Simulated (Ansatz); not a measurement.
MoTe2, CdCl2 type, relaxed with r2SCAN+rVV10. The symmetry is R-3m (No. 166, trigonal); a = 3.502 Å, c = 21.206 Å in the conventional setting, 25.02 Å³ an atom. Mo has 6 Te at 2.73 Å; Te has 3 Mo at 2.73 Å.

```cif
data_structure
_symmetry_space_group_name_H-M 'R-3m:H'
_symmetry_Int_Tables_number 166
_cell_length_a 3.5019
_cell_length_b 3.5019
_cell_length_c 21.2063
_cell_angle_alpha 90.000
_cell_angle_beta 90.000
_cell_angle_gamma 120.000
_cell_volume 225.22
loop_
_atom_site_label
_atom_site_type_symbol
_atom_site_symmetry_multiplicity
_atom_site_Wyckoff_symbol
_atom_site_fract_x
_atom_site_fract_y
_atom_site_fract_z
_atom_site_occupancy
Mo1 Mo 3 a 0.00000 0.00000 0.00000 1
Te1 Te 6 c 0.00000 0.00000 0.24656 1
```

The questions ask for values computed with Ansatz 0.2.0 on this geometry. The cell comes from a prototype generator: it can be a known phase or a hypothetical one. No magnetic order is allowed.

Given (8×8×8 mesh): r2SCAN gives no gap: the lowest nominally empty band dips 0.33 eV below the top of the last filled one (its bottom at T–H₂ (0.60 of the way from T), the top at H₀–L (0.20 of the way from H₀)), so the cell is a metal or semimetal at this level.

Q: What does LDA give for the gap (8×8×8 mesh)?

A: LDA gives no gap: the lowest nominally empty band dips 0.35 eV below the top of the last filled one (its bottom at T–H₂ (0.60 of the way from T), the top at H₀–L (0.20 of the way from H₀)), so the cell is a metal or semimetal at this level.

Q: Estimate the gap with PBE on 8×8×8.

A: With PBE the bands overlap by 0.34 eV (counted from 1, band 23 peaks at H₀–L (0.20 of the way from H₀) and band 24 bottoms out at T–H₂ (0.60 of the way from T)): no gap.

Q: What does PBE+SOC give for the gap (8×8×8 mesh)?

A: PBE+SOC gives no gap: the lowest nominally empty band dips 0.21 eV below the top of the last filled one (its bottom at T–H₂ (0.60 of the way from T), the top at H₀–L (0.20 of the way from H₀)), so the cell is a metal or semimetal at this level. Spin-orbit coupling itself accounts for +0.13 eV.

Q: Roughly how does the cost of the LDA run (8×8×8) compare with r2SCAN's (8×8×8)?

A: About 0.4 times as much (2.4 core-seconds against 6 core-seconds, on a shared machine).

Q: What do these levels agree on?

A: No level opens a gap.

Only the levels marked +SOC include spin-orbit coupling.

Where an edge lies off the special points, it is a point of the mesh or the k point where a search put PBE's edge or least direct gap, reused for the other functionals, whose own edges may lie a little apart; PBE's own value is read along its path and can be a few hundredths of an eV high.

Set aside, since their points miss a band edge that the other levels read or their mesh is too coarse: PBE0.
